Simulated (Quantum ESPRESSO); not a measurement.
# CuAu3 (Pm-3m) in Quantum ESPRESSO: notebook

The runs below take CuAu3 through single point, equation of state, with PBEsol.

Everything below comes from runs of Quantum ESPRESSO 7.5. Logs are shortened: lines on timing, memory, paths and dates and some standing lists are left out, and cuts for length are marked.

## Step 1: The structure

It takes space group Pm-3m (No. 221, cubic). The conventional cell has a = 3.980 Å, b = 3.980 Å, c = 3.980 Å, α = 90.00°, β = 90.00°, γ = 90.00°. Around Au (site symmetry 4/mmm) lie 8 Au at 2.81 Å and 4 Cu at 2.81 Å. Cu (site symmetry m-3m) is surrounded by 12 Au at 2.81 Å.

## Step 2: Single point, PBEsol, 14.82 Å³/atom

pw.in

```
&CONTROL
  calculation = 'scf'
  prefix = 'pwscf'
  outdir = './tmp'
  pseudo_dir = './pseudo'
  tstress = .true.
  disk_io = 'nowf'
/
&SYSTEM
  ibrav = 0
  nat = 4
  ntyp = 2
  ecutwfc = 56
  ecutrho = 448
  nbnd = 36
  occupations = 'smearing'
  smearing = 'fd'
  degauss = 0.00367493
/
&ELECTRONS
  conv_thr = 8d-10
  electron_maxstep = 120
  mixing_beta = 0.5
/
ATOMIC_SPECIES
Au   196.9666 au_pbesol_v1.uspp.F.UPF
Cu    63.5460 cu_pbesol_v1.2.uspp.F.UPF
CELL_PARAMETERS angstrom
   3.8987527127    0.0000000000    0.0000000000
   0.0000000000    3.8987527127    0.0000000000
   0.0000000000    0.0000000000    3.8987527127
ATOMIC_POSITIONS crystal
Au     0.5000000000    0.5000000000    0.0000000000
Au     0.5000000000    0.0000000000    0.5000000000
Au     0.0000000000    0.5000000000    0.5000000000
Cu     0.0000000000    0.0000000000    0.0000000000
K_POINTS automatic
7 7 7 0 0 0
```

Potentials or basis: GBRV 1.5 PBEsol.

Command:

```
OMP_NUM_THREADS=1 mpirun -n 2 pw.x -nk 2 -in pw.in > pw.out
```

pw.out:

```text
This program is part of the open-source Quantum ESPRESSO suite
     for quantum simulation of materials; please cite
         "P. Giannozzi et al., J. Phys.:Condens. Matter 21 395502 (2009);
         "P. Giannozzi et al., J. Phys.:Condens. Matter 29 465901 (2017);
         "P. Giannozzi et al., J. Chem. Phys. 152 154105 (2020);
     in publications or presentations arising from this work. More details at

     Message from routine setup:
     using ibrav=0 with symmetry is DISCOURAGED, use correct ibrav instead

     K-points division:     npool     =       2
     Subspace diagonalization in iterative solution of the eigenvalue problem:
     a serial algorithm will be used

     G-vector sticks info
     --------------------
     sticks:   dense  smooth     PW     G-vecs:    dense   smooth      PW
     Sum        1933     973    293                63989    22647    3695

     Using Slab Decomposition

     bravais-lattice index     =            0
     lattice parameter (alat)  =       7.3676  a.u.
     unit-cell volume          =     399.9205 (a.u.)^3
     number of atoms/cell      =            4
     number of atomic types    =            2
     number of electrons       =        52.00
     number of Kohn-Sham states=           36
     kinetic-energy cutoff     =      56.0000  Ry
     charge density cutoff     =     448.0000  Ry
     scf convergence threshold =      8.0E-10
     mixing beta               =       0.5000
     number of iterations used =            8  plain     mixing
     Exchange-correlation= SLA  PW   PSX  PSC
                           (   1   4  10   8   0   0   0)

     celldm(1)=   7.367575  celldm(2)=   0.000000  celldm(3)=   0.000000
     celldm(4)=   0.000000  celldm(5)=   0.000000  celldm(6)=   0.000000

     crystal axes: (cart. coord. in units of alat)
               a(1) = (   1.000000   0.000000   0.000000 )
               a(2) = (   0.000000   1.000000   0.000000 )
               a(3) = (   0.000000   0.000000   1.000000 )

     reciprocal axes: (cart. coord. in units 2 pi/alat)
               b(1) = (  1.000000  0.000000  0.000000 )
               b(2) = (  0.000000  1.000000  0.000000 )
               b(3) = (  0.000000  0.000000  1.000000 )

     PseudoPot. # 1 for Au read from file:
     au_pbesol_v1.uspp.F.UPF
     Pseudo is Ultrasoft + core correction, Zval = 11.0
     Generated by new atomic code, or converted to UPF format
     Using radial grid of  985 points,  7 beta functions with:
                l(1) =   0
                l(2) =   0
                l(3) =   1
                l(4) =   1
                l(5) =   2
                l(6) =   2
                l(7) =   3
     Q(r) pseudized with  6 coefficients,  rinner =    1.900   1.900   1.900
                                                       1.900   1.900   1.900
                                                       1.900

     PseudoPot. # 2 for Cu read from file:
     cu_pbesol_v1.2.uspp.F.UPF
     Pseudo is Ultrasoft + core correction, Zval = 19.0
     Generated by new atomic code, or converted to UPF format
     Using radial grid of  867 points,  6 beta functions with:
                l(1) =   0
                l(2) =   0
                l(3) =   1
                l(4) =   1
                l(5) =   2
                l(6) =   2
     Q(r) pseudized with  8 coefficients,  rinner =    1.150   1.150   1.150
                                                       1.150   1.150

     atomic species   valence    mass     pseudopotential
     Au               11.00   196.96660     Au( 1.00)
     Cu               19.00    63.54600     Cu( 1.00)

     48 Sym. Ops., with inversion, found

   Cartesian axes

     site n.     atom                  positions (alat units)
         1        Au     tau(   1) = (   0.5000000   0.5000000   0.0000000  )
         2        Au     tau(   2) = (   0.5000000   0.0000000   0.5000000  )
         3        Au     tau(   3) = (   0.0000000   0.5000000   0.5000000  )
         4        Cu     tau(   4) = (   0.0000000   0.0000000   0.0000000  )

     number of k points=    20  Fermi-Dirac smearing, width (Ry)=  0.0037
                       cart. coord. in units 2pi/alat
        k(    1) = (   0.0000000   0.0000000   0.0000000), wk =   0.0058309
        k(    2) = (   0.0000000   0.0000000   0.1428571), wk =   0.0349854
        k(    3) = (   0.0000000   0.0000000   0.2857143), wk =   0.0349854
        k(    4) = (   0.0000000   0.0000000   0.4285714), wk =   0.0349854
        k(    5) = (   0.0000000   0.1428571   0.1428571), wk =   0.0699708
        k(    6) = (   0.0000000   0.1428571   0.2857143), wk =   0.1399417
[... 12 lines left out ...]
        k(   19) = (   0.2857143   0.4285714   0.4285714), wk =   0.1399417
        k(   20) = (   0.4285714   0.4285714   0.4285714), wk =   0.0466472

     Dense  grid:    63989 G-vectors     FFT dimensions: (  50,  50,  50)

     Smooth grid:    22647 G-vectors     FFT dimensions: (  36,  36,  36)

     Check: negative core charge=   -0.000001

     Initial potential from superposition of free atoms

     starting charge      50.9997, renormalised to      52.0000
     Starting wfcs are   40 randomized atomic wfcs

     Self-consistent Calculation

     iteration #  1     ecut=    56.00 Ry     beta= 0.50
     Davidson diagonalization with overlap
     ethr =  1.00E-02,  avg # of iterations =  4.2

     total energy              =    -746.66473783 Ry
     estimated scf accuracy    <       2.44407815 Ry

     iteration #  2     ecut=    56.00 Ry     beta= 0.50
     Davidson diagonalization with overlap
     ethr =  4.70E-03,  avg # of iterations =  3.0
[... 85 lines left out ...]
     total energy              =    -747.76340322 Ry
     estimated scf accuracy    <          1.3E-09 Ry

     iteration # 15     ecut=    56.00 Ry     beta= 0.50
     Davidson diagonalization with overlap
     ethr =  2.47E-12,  avg # of iterations =  2.0

     End of self-consistent calculation

          k = 0.0000 0.0000 0.0000 (  2801 PWs)   bands (ev):

   -94.8172 -52.3816 -52.3816 -52.3816   6.3789   8.8639   9.7865   9.7865
     9.7865   9.9121   9.9121  12.5965  12.5965  12.5965  14.0034  14.0034
    15.0930  15.2909  15.2909  15.5006  15.5006  15.5006  15.5256  15.5256
    15.5256  17.8234  17.8234  17.8234  23.5033  23.5033  24.3069  26.9037
    26.9037  26.9037  28.4474  28.4474

          k = 0.0000 0.0000 0.1429 (  2849 PWs)   bands (ev):
[... 145 lines left out ...]
   -94.8172 -52.3817 -52.3817 -52.3817   9.1925   9.2766   9.3848   9.3848
    11.6198  11.6198  11.7881  12.2753  12.5652  12.5652  13.0909  13.0909
    14.2485  14.2485  14.4554  14.8453  15.1225  15.1913  15.1913  15.3198
    15.3198  16.4135  16.5681  16.5681  20.5400  20.5400  21.1914  22.1425
    31.9005  32.2403  32.2403  32.2784

     the Fermi energy is    17.0212 ev

!    total energy              =    -747.76340322 Ry
     estimated scf accuracy    <          1.7E-11 Ry
     smearing contrib. (-TS)   =      -0.00082098 Ry
     internal energy E=F+TS    =    -747.76258224 Ry

     The total energy is F=E-TS. E is the sum of the following terms:
     one-electron contribution =    -285.45965877 Ry
     hartree contribution      =     197.63958819 Ry
     xc contribution           =    -224.57591263 Ry
     ewald contribution        =    -435.36659904 Ry

     convergence has been achieved in  15 iterations

     Computing stress (Cartesian axis) and pressure

          total   stress  (Ry/bohr**3)                   (kbar)     P=      111.38
   0.00075717   0.00000000   0.00000000          111.38        0.00        0.00
   0.00000000   0.00075717   0.00000000            0.00      111.38        0.00
   0.00000000   0.00000000   0.00075717            0.00        0.00      111.38

=------------------------------------------------------------------------------=
   JOB DONE.
=------------------------------------------------------------------------------=
```

Run time: 40 s. Hardware: 2 MPI ranks of Arm Neoverse V1, shared host; peak memory 0.56 GiB.

Results:

```
Free energy            : -10173.8394 eV
Pressure               : 11.1 GPa
Band gap on the k mesh : none (metal or under the smearing width)
```

## Step 3: Single point, PBEsol, 15.13 Å³/atom

pw.in, as its differences from that of step 2:

```diff
@@ -28,5 +28,5 @@
 CELL_PARAMETERS angstrom
-   3.8987527127    0.0000000000    0.0000000000
-   0.0000000000    3.8987527127    0.0000000000
-   0.0000000000    0.0000000000    3.8987527127
+   3.9262096223    0.0000000000    0.0000000000
+   0.0000000000    3.9262096223    0.0000000000
+   0.0000000000    0.0000000000    3.9262096223
 ATOMIC_POSITIONS crystal
```

Potentials or basis: GBRV 1.5 PBEsol.

Command:

```
OMP_NUM_THREADS=1 mpirun -n 2 pw.x -nk 2 -in pw.in > pw.out
```

Wall time 42 s (2 MPI ranks of Arm Neoverse V1, shared host); peak memory 0.56 GiB.

Results (log left out):

- Free energy: -10173.9090 eV
- Pressure: 6.4 GPa
- Band gap on the k mesh: none (metal or under the smearing width)

## Step 4: Single point, PBEsol, 15.45 Å³/atom

pw.in, as its differences from that of step 3:

```diff
@@ -28,5 +28,5 @@
 CELL_PARAMETERS angstrom
-   3.9262096223    0.0000000000    0.0000000000
-   0.0000000000    3.9262096223    0.0000000000
-   0.0000000000    0.0000000000    3.9262096223
+   3.9532877857    0.0000000000    0.0000000000
+   0.0000000000    3.9532877857    0.0000000000
+   0.0000000000    0.0000000000    3.9532877857
 ATOMIC_POSITIONS crystal
```

Command:

```
OMP_NUM_THREADS=1 mpirun -n 2 pw.x -nk 2 -in pw.in > pw.out
```

Run time: 41 s. Hardware: 2 MPI ranks of Arm Neoverse V1, shared host; peak memory 0.58 GiB.

Results (log left out):

* Free energy: -10173.9438 eV
* Pressure: 2.3 GPa
* Band gap on the k mesh: none (metal or under the smearing width)

## Step 5: Single point, PBEsol, 15.76 Å³/atom

pw.in, as its differences from that of step 4:

```diff
@@ -28,5 +28,5 @@
 CELL_PARAMETERS angstrom
-   3.9532877857    0.0000000000    0.0000000000
-   0.0000000000    3.9532877857    0.0000000000
-   0.0000000000    0.0000000000    3.9532877857
+   3.9800000000    0.0000000000    0.0000000000
+   0.0000000000    3.9800000000    0.0000000000
+   0.0000000000    0.0000000000    3.9800000000
 ATOMIC_POSITIONS crystal
```

Command:

```
OMP_NUM_THREADS=1 mpirun -n 2 pw.x -nk 2 -in pw.in > pw.out
```

It took 43 s on 2 MPI ranks of Arm Neoverse V1, shared host; peak memory 0.58 GiB.

Results (log left out):

```yaml
Free_energy: -10173.9481 eV
Pressure: -1.3 GPa
Band_gap_on_the_k_mesh: none (metal or under the smearing width)
```

## Step 6: Single point, PBEsol, 16.08 Å³/atom

pw.in, as its differences from that of step 5:

```diff
@@ -28,5 +28,5 @@
 CELL_PARAMETERS angstrom
-   3.9800000000    0.0000000000    0.0000000000
-   0.0000000000    3.9800000000    0.0000000000
-   0.0000000000    0.0000000000    3.9800000000
+   4.0063583840    0.0000000000    0.0000000000
+   0.0000000000    4.0063583840    0.0000000000
+   0.0000000000    0.0000000000    4.0063583840
 ATOMIC_POSITIONS crystal
```

Potentials or basis: GBRV 1.5 PBEsol.

Command:

```
OMP_NUM_THREADS=1 mpirun -n 2 pw.x -nk 2 -in pw.in > pw.out
```

It took 47 s on 2 MPI ranks of Arm Neoverse V1, shared host; peak memory 0.6 GiB.

Results (log left out):

| Item | Value |
| --- | --- |
| Free energy | -10173.9258 eV |
| Pressure | -4.5 GPa |
| Band gap on the k mesh | none (metal or under the smearing width) |

## Step 7: Single point, PBEsol, 16.39 Å³/atom

pw.in, as its differences from that of step 6:

```diff
@@ -28,5 +28,5 @@
 CELL_PARAMETERS angstrom
-   4.0063583840    0.0000000000    0.0000000000
-   0.0000000000    4.0063583840    0.0000000000
-   0.0000000000    0.0000000000    4.0063583840
+   4.0323744272    0.0000000000    0.0000000000
+   0.0000000000    4.0323744272    0.0000000000
+   0.0000000000    0.0000000000    4.0323744272
 ATOMIC_POSITIONS crystal
```

Command:

```
OMP_NUM_THREADS=1 mpirun -n 2 pw.x -nk 2 -in pw.in > pw.out
```

Wall time 46 s (2 MPI ranks of Arm Neoverse V1, shared host); peak memory 0.62 GiB.

Results (log left out):

* Free energy: -10173.8803 eV
* Pressure: -7.2 GPa
* Band gap on the k mesh: none (metal or under the smearing width)

## Step 8: Single point, PBEsol, 16.71 Å³/atom

pw.in, as its differences from that of step 7:

```diff
@@ -28,5 +28,5 @@
 CELL_PARAMETERS angstrom
-   4.0323744272    0.0000000000    0.0000000000
-   0.0000000000    4.0323744272    0.0000000000
-   0.0000000000    0.0000000000    4.0323744272
+   4.0580590332    0.0000000000    0.0000000000
+   0.0000000000    4.0580590332    0.0000000000
+   0.0000000000    0.0000000000    4.0580590332
 ATOMIC_POSITIONS crystal
```

Command:

```
OMP_NUM_THREADS=1 mpirun -n 2 pw.x -nk 2 -in pw.in > pw.out
```

Wall time 47 s (2 MPI ranks of Arm Neoverse V1, shared host); peak memory 0.62 GiB.

Results (log left out):

```
Free energy            : -10173.8147 eV
Pressure               : -9.6 GPa
Band gap on the k mesh : none (metal or under the smearing width)
```

## Step 9: Equation of state, PBEsol

Potentials or basis: GBRV 1.5 PBEsol.

No new run: the results of the series are fitted here.

Results:

* Equilibrium volume: 15.65 Å³/atom
* Bulk modulus: 176 GPa
* Pressure derivative of the bulk modulus: 5.7

Energy against volume, from the lowest point:
| volume (Å³/atom) | energy (meV/atom) |
| --- | --- |
| 14.816 | 27.19 |
| 15.131 | 9.79 |
| 15.446 | 1.09 |
| 15.761 | 0.00 |
| 16.076 | 5.58 |
| 16.392 | 16.95 |
| 16.707 | 33.36 |

The run has no spin-orbit coupling, so splittings on Au are missing.
